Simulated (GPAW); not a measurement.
# ZnS (F-43m) in GPAW: notebook, part 4 of 4

GPAW 26.7.0. The steps go on from the part before.

## 5. Wannier functions, WC

Input file run.py:

```python
import json
import numpy as np
import spglib
from ase import Atoms
from ase.dft.bandgap import bandgap
from ase.dft.wannier import Wannier
from ase.io import read, write
from ase.units import GPa
from gpaw import GPAW, PW, setup_paths

setup_paths.insert(0, '.')

atoms = read('ZnS.cif')
cell, positions, numbers = spglib.find_primitive(
    (atoms.cell[:], atoms.get_scaled_positions(), atoms.numbers), symprec=1e-4)
atoms = Atoms(numbers, cell=cell, scaled_positions=positions, pbc=True)

calc = GPAW(mode=PW(390),
            xc='WC',
            kpts={'size': (9, 9, 9), 'gamma': True},
            occupations={'name': 'fermi-dirac', 'width': 0.05},
            nbands=18,
            convergence={'density': 1e-05, 'energy': 1e-05},
            maxiter=60,
            txt='gpaw.txt')
atoms.calc = calc
energy = atoms.get_potential_energy()
forces = atoms.get_forces()
stress = atoms.get_stress()
calc.write('gs.gpw')
write('result.traj', atoms)
print(f'Energy: {energy:.6f} eV')
print('Forces (eV/A):')
print(forces.round(4))
print('Stress (GPa):', (stress / GPa).round(3))
print('Fermi level:', round(calc.get_fermi_level(), 4), 'eV')
print(f'Gap: {bandgap(calc)[0]:.4f} eV, direct: {bandgap(calc, direct=True)[0]:.4f} eV')

nocc = int(round(calc.get_number_of_electrons() / 2))
full = calc.fixed_density(kpts={'size': (5, 5, 5), 'gamma': True}, symmetry='off', nbands=nocc + 6,
                          convergence={'bands': nocc}, txt='full.txt')
wan, values = None, []
for seed in range(6):  # several starts, since the search can end in a local maximum
    trial = Wannier(nwannier=nocc, calc=full, nbands=nocc, functional='var',
                    initialwannier='scdm' if seed == 0 else 'random', rng=np.random.RandomState(seed))
    trial.localize(tolerance=1e-6)
    values.append(trial.get_functional_value())
    print(f'start {seed}: functional {values[-1]:.5f}', flush=True)
    if values[-1] == max(values):
        wan = trial
wan.localize(step=0.1, tolerance=1e-8)
wan.translate_all_to_cell((0, 0, 0))
centres, spreads = wan.get_centers(), wan.get_spreads()
for x, s in zip(centres, spreads):
    d = np.linalg.norm(atoms.repeat(3).positions - atoms.cell.sum(0) - x, axis=1)
    print(x.round(4), f'spread {s:.4f} A^2, nearest {atoms[d.argmin() % len(atoms)].symbol} at {d.min():.3f} A')
onsite = wan.get_hopping((0, 0, 0)).diagonal().real
print('On-site energies:', onsite.round(4))
json.dump({'centres': centres.tolist(), 'spreads': spreads.tolist(), 'onsite': onsite.tolist(), 'values': values},
          open('wannier.json', 'w'))
```

Input file ZnS.cif:

```cif
data_ZnS
_cell_length_a 5.40400000
_cell_length_b 5.40400000
_cell_length_c 5.40400000
_cell_angle_alpha 90.00000000
_cell_angle_beta 90.00000000
_cell_angle_gamma 90.00000000
_space_group_name_H-M_alt 'F-43m'
_space_group_name_Hall 'F -4 2 3'
_space_group_IT_number 216
loop_
_space_group_symop_operation_xyz
'x,y,z'
'y,-x,-z'
'-x,-y,z'
'-y,x,-z'
'x,-y,-z'
'y,x,z'
'-x,y,-z'
'-y,-x,z'
'z,x,y'
'-z,y,-x'
'z,-x,-y'
'-z,-y,x'
'-z,x,-y'
'z,y,x'
'-z,-x,y'
'z,-y,-x'
'y,z,x'
'-x,-z,y'
'-y,z,-x'
'x,-z,-y'
'-y,-z,x'
'x,z,y'
'y,-z,-x'
'-x,z,-y'
'x,y+1/2,z+1/2'
'y,-x+1/2,-z+1/2'
'-x,-y+1/2,z+1/2'
'-y,x+1/2,-z+1/2'
'x,-y+1/2,-z+1/2'
'y,x+1/2,z+1/2'
'-x,y+1/2,-z+1/2'
'-y,-x+1/2,z+1/2'
'z,x+1/2,y+1/2'
'-z,y+1/2,-x+1/2'
'z,-x+1/2,-y+1/2'
'-z,-y+1/2,x+1/2'
'-z,x+1/2,-y+1/2'
'z,y+1/2,x+1/2'
'-z,-x+1/2,y+1/2'
'z,-y+1/2,-x+1/2'
'y,z+1/2,x+1/2'
'-x,-z+1/2,y+1/2'
'-y,z+1/2,-x+1/2'
'x,-z+1/2,-y+1/2'
'-y,-z+1/2,x+1/2'
'x,z+1/2,y+1/2'
'y,-z+1/2,-x+1/2'
'-x,z+1/2,-y+1/2'
'x+1/2,y,z+1/2'
'y+1/2,-x,-z+1/2'
'-x+1/2,-y,z+1/2'
'-y+1/2,x,-z+1/2'
'x+1/2,-y,-z+1/2'
'y+1/2,x,z+1/2'
'-x+1/2,y,-z+1/2'
'-y+1/2,-x,z+1/2'
'z+1/2,x,y+1/2'
'-z+1/2,y,-x+1/2'
'z+1/2,-x,-y+1/2'
'-z+1/2,-y,x+1/2'
'-z+1/2,x,-y+1/2'
'z+1/2,y,x+1/2'
'-z+1/2,-x,y+1/2'
'z+1/2,-y,-x+1/2'
'y+1/2,z,x+1/2'
'-x+1/2,-z,y+1/2'
'-y+1/2,z,-x+1/2'
'x+1/2,-z,-y+1/2'
'-y+1/2,-z,x+1/2'
'x+1/2,z,y+1/2'
'y+1/2,-z,-x+1/2'
'-x+1/2,z,-y+1/2'
'x+1/2,y+1/2,z'
'y+1/2,-x+1/2,-z'
'-x+1/2,-y+1/2,z'
'-y+1/2,x+1/2,-z'
'x+1/2,-y+1/2,-z'
'y+1/2,x+1/2,z'
'-x+1/2,y+1/2,-z'
'-y+1/2,-x+1/2,z'
'z+1/2,x+1/2,y'
'-z+1/2,y+1/2,-x'
'z+1/2,-x+1/2,-y'
'-z+1/2,-y+1/2,x'
'-z+1/2,x+1/2,-y'
'z+1/2,y+1/2,x'
'-z+1/2,-x+1/2,y'
'z+1/2,-y+1/2,-x'
'y+1/2,z+1/2,x'
'-x+1/2,-z+1/2,y'
'-y+1/2,z+1/2,-x'
'x+1/2,-z+1/2,-y'
'-y+1/2,-z+1/2,x'
'x+1/2,z+1/2,y'
'y+1/2,-z+1/2,-x'
'-x+1/2,z+1/2,-y'
loop_
_atom_site_label
_atom_site_type_symbol
_atom_site_symmetry_multiplicity
_atom_site_Wyckoff_symbol
_atom_site_fract_x
_atom_site_fract_y
_atom_site_fract_z
_atom_site_occupancy
Zn1 Zn 4 c 0.2500000000 0.2500000000 0.2500000000 1
S1 S 4 a 0.0000000000 0.0000000000 0.0000000000 1
```

Potentials or basis: PAW data sets generated in the run's folder for this functional, pw.

Started as:

```
> gpaw-setup -f WC S Zn
> OMP_NUM_THREADS=1 python run.py
```

gpaw.txt:

```text
__  _  _
 | _ |_)|_||  |
 |__||  | ||/\| - 26.7.0

Input parameters:
  mode=PW(ecut=390.0),
  convergence={'density': 1e-05, 'energy': 1e-05},
  kpts=MonkhorstPack(size=(9, 9, 9), gamma=True),
  maxiter=60,
  nbands=18,
  occupations=Occupations(name='fermi-dirac', width=0.05),
  xc=XC(name='WC')

Diagonalizing LCAO Hamiltonian
Converting LCAO to pw mode

           Zn

       S

Atoms  # Å, Bohr magnetons
|   | symbol |        x |        y |        z |    initial magnetic moments |
|---|--------|----------|----------|----------|-----------------------------|
| 0 |     Zn | 1.351000 | 1.351000 | 1.351000 | ( 0.0000,  0.0000,  0.0000) |
| 1 |      S | 0.000000 | 0.000000 | 0.000000 | ( 0.0000,  0.0000,  0.0000) |

Unit cell  # Å
| periodic |        x |        y |        z |  lengths |    angles |
|----------|----------|----------|----------|----------|-----------|
|      yes | 0.000000 | 2.702000 | 2.702000 | 3.821205 | 60.000000 |
|      yes | 2.702000 | 0.000000 | 2.702000 | 3.821205 | 60.000000 |
|      yes | 2.702000 | 2.702000 | 0.000000 | 3.821205 | 60.000000 |

Number of symmetries: 24
Symmetry operations  # r_c * U_cc + t_c -> r_c
|    | kind |            matrix            |
|----|------|------------------------------|
|  0 |  E   |  1, 0, 0,  0, 1, 0,  0, 0, 1 |
|  1 |  σ   |  1, 0, 0,  0, 0, 1,  0, 1, 0 |
|  2 |  σ   |  1, 0,-1,  0, 1,-1,  0, 0,-1 |
|  3 |  C3  |  1, 0,-1,  0, 0,-1,  0, 1,-1 |
|  4 |  C3  |  1,-1, 0,  0,-1, 1,  0,-1, 0 |
|  5 |  σ   |  1,-1, 0,  0,-1, 0,  0,-1, 1 |
|  6 |  σ   |  0, 1, 0,  1, 0, 0,  0, 0, 1 |
|  7 |  C3  |  0, 1, 0,  0, 0, 1,  1, 0, 0 |
|  8 |  C2  |  0, 1,-1,  1, 0,-1,  0, 0,-1 |
|  9 |  S4  |  0, 1,-1,  0, 0,-1,  1, 0,-1 |
| 10 |  C3  |  0, 0, 1,  1, 0, 0,  0, 1, 0 |
| 11 |  σ   |  0, 0, 1,  0, 1, 0,  1, 0, 0 |
| 12 |  S4  |  0, 0,-1,  1, 0,-1,  0, 1,-1 |
| 13 |  C3  |  0, 0,-1,  0, 1,-1,  1, 0,-1 |
| 14 |  S4  |  0,-1, 1,  1,-1, 0,  0,-1, 0 |
| 15 |  C2  |  0,-1, 1,  0,-1, 0,  1,-1, 0 |
| 16 |  C3  |  0,-1, 0,  1,-1, 0,  0,-1, 1 |
| 17 |  S4  |  0,-1, 0,  0,-1, 1,  1,-1, 0 |
| 18 |  S4  | -1, 1, 0, -1, 0, 1, -1, 0, 0 |
| 19 |  C3  | -1, 1, 0, -1, 0, 0, -1, 0, 1 |
| 20 |  C3  | -1, 0, 1, -1, 1, 0, -1, 0, 0 |
| 21 |  S4  | -1, 0, 1, -1, 0, 0, -1, 1, 0 |
| 22 |  σ   | -1, 0, 0, -1, 1, 0, -1, 0, 1 |
| 23 |  C2  | -1, 0, 0, -1, 0, 1, -1, 1, 0 |

BZ-sampling:
  Number of BZ points: 729
  Number of IBZ points: 35

  Monkhorst-Pack size: [9, 9, 9]
  Monkhorst-Pack shift: [0, 0, 0]

K-points  # in reciprocal-cell coordinates
|     |                                coordinates |     weight |
|-----|--------------------------------------------|------------|
[... 77 lines left out ...]
    |------|--------|-------------|----------|
    |   3s |  2.000 |     -17.205 |    0.974 |
    |   3p |  4.000 |      -6.981 |    0.979 |
    |    s |        |      10.007 |    0.974 |
    |    p |        |      20.231 |    0.979 |
    |    d |        |       0.000 |    0.900 |

    Using partial waves for S as LCAO basis

Reference energy: -59699.288319  # eV

eigensolver:
  PPCG
  Converge bands: occupied
  niter=2

density mixing:
  MSR1-Mixer
  Pratt-step length: 0.05
  Maximum mixing coefficient: 0.75
  Old densities: 10
  SVD Regularization: 0.005
  Good broyden scale: 1.0
  Trust region scale: 1.0
  Backstep threshold: 4.0
  History deletion threshold: 6.0
  Fourier metric: weight=20.0, sigma=0.015

occupation numbers:
  Fermi-Dirac:
    width: 0.0500  # eV

poisson solver:
  ecut: 3120.0  # eV

xc functional:
  name: WC with 2 nearest neighbor stencil

convergence criteria:
- Maximum integral of absolute [dens]ity change: 1e-05 electrons / valence electron
- Maximum [total energy] change in last 3 cyles: 1e-05 eV / valence electron
- Maximum integral of absolute [eigenst]ate change: 4e-08 eV^2 / valence electron
maximum number of iterations: 60

SCF iterations
|iter     | |      energy | eigst |  dens |
|---------|-|-------------|-------|-------|
|iter:   1| |   -7.836949 | -0.19 |       |
|iter:   2| |   -7.756642 | -1.88 | -1.21 |
|iter:   3| |   -7.494228 | -1.58 | -1.26 |
|iter:   4| |   -7.492203 | -2.85 | -1.81 |
|iter:   5| |   -7.492847 | -4.21 | -2.26 |
|iter:   6| |   -7.492826 | -4.83 | -3.18 |
|iter:   7| |   -7.492837c| -6.07 | -3.59 |
|iter:   8| |   -7.492840c| -6.27 | -3.98 |
|iter:   9| |   -7.492840c| -8.95c| -5.03c|

Converged in 9 steps
Energy contributions relative to reference atoms: (reference = -59699.288319)

Energy contributions:
  Kinetic:           9.078276
  Coulomb:          -7.765665
  Zero:              0.006281
  External:          0.000000
  Xc:               -8.811732
  Entropy:          -0.000000
  Spinorbit:         0.000000
  ----------------------------
  Free energy:      -7.492840
  Extrapolated:     -7.492840

dipole moment: (-20.031221, -20.031221, -20.031221)  # |e|*Ang

Fermi level: 4.544
Eigenvalues  # (at kpt = [0.000, 0.000, 0.000])
| band index |      eig [eV] | occ [0-2] |
|------------|---------------|-----------|
|          0 |        -9.535 |     2.000 |
|          1 |        -2.736 |     2.000 |
|          2 |        -2.736 |     2.000 |
|          3 |        -2.736 |     2.000 |
|          4 |        -2.242 |     2.000 |
|          5 |        -2.242 |     2.000 |
[... 10 lines left out ...]
|         16 |        17.963 |     0.000 |
|         17 |        17.963 |     0.000 |

Gap: 1.935 eV
Transition (v -> c):
  (s=0, k=0, n=8, [0.00, 0.00, 0.00]) -> (s=0, k=0, n=9, [0.00, 0.00, 0.00])
No difference between direct/indirect transitions

Forces  # eV/Ang
|        x |        y |       z |
|----------|----------|---------|
| -0.00000 | -0.00000 | 0.00000 |  # Zn   0
|  0.00000 |  0.00000 | 0.00000 |  # S    1

Stress tensor  # eV/Ang^3
|         x |         y |         z |
|-----------|-----------|-----------|
|  0.020333 |  0.000000 | -0.000000 |
|  0.000000 |  0.020333 | -0.000000 |
| -0.000000 | -0.000000 |  0.020333 |

# Writing to gs.gpw (mode='')
```

It took 1.9 min on 1 thread of Arm Neoverse V2, shared host; peak memory 0.29 GiB.

These settings aren't checked as converged: the numbers below hold their error.

Results:

```
Free energy            : -7.4928 eV
Pressure               : -3.3 GPa
Band gap on the k mesh : 1.93 eV, direct
Total Wannier spread   : 6.55 Å² over 9 functions
```

Caveat: the cutoff is short for stress and forces, so pressures can be off by a GPa or more.

## 6. Overview

| task | level | potentials or basis | cutoff (eV) | maxiter | displacement | ecut relax | data set | other keys | gap on the mesh (eV) | pressure (GPa) |
| --- | --- | --- | --- | --- | --- | --- | --- | --- | --- | --- |
| phonons | PBE+D3 | GPAW PAW data sets (gpaw-data 1.2.1), pw | 600 | 150 | 0.01 | - | - | - | 2.16 | 0.0 |
| phonons | r2SCAN | GPAW PAW data sets (gpaw-data 1.2.1), newer versions, pw | 510 | 150 | 0.01 | 600 | S v3 | - | 2.74 | 0.0 |
| gruneisen | PBE+D3(op) | GPAW PAW data sets (gpaw-data 1.2.1), pw | 510 | 80 | 0.02 | - | - | several, not listed | 2.18 | 0.0 |

Alike in all rows: no spin polarisation; cell relaxed; k mesh 9 × 9 × 9; smearing fermi-dirac 0.05 eV.

Caveats: the LO-TO splitting is left out; the cutoff is short for stress and forces, so pressures can be off by a GPa or more (some runs); the PAW data sets were made with another functional, which shifts forces and pressure a little (some runs); the density grid can change from cell to cell, which puts small steps into energies and stress (some runs).

Absolute energies hang on the potentials; compare differences alone.

## 7. Comparison with measurements

Step 2. A measured gap of ZnS is 3.85 eV (direct; 19 K; quoted in “Electronic, vibrational, and thermodynamic properties of ZnS (zincblende and rocksalt structure)”, 2009, arxiv:0911.5022); the calculated 2.16 eV misses it by -1.69 eV. The value is that of PBE+D3, without temperature or zero-point motion. Semilocal functionals fall short of measured gaps as a rule.

Step 3. A measured gap of ZnS is 3.85 eV (direct; 19 K; quoted in “Electronic, vibrational, and thermodynamic properties of ZnS (zincblende and rocksalt structure)”, 2009, arxiv:0911.5022); the calculated 2.74 eV misses it by -1.11 eV. The value is that of r2SCAN, without temperature or zero-point motion.
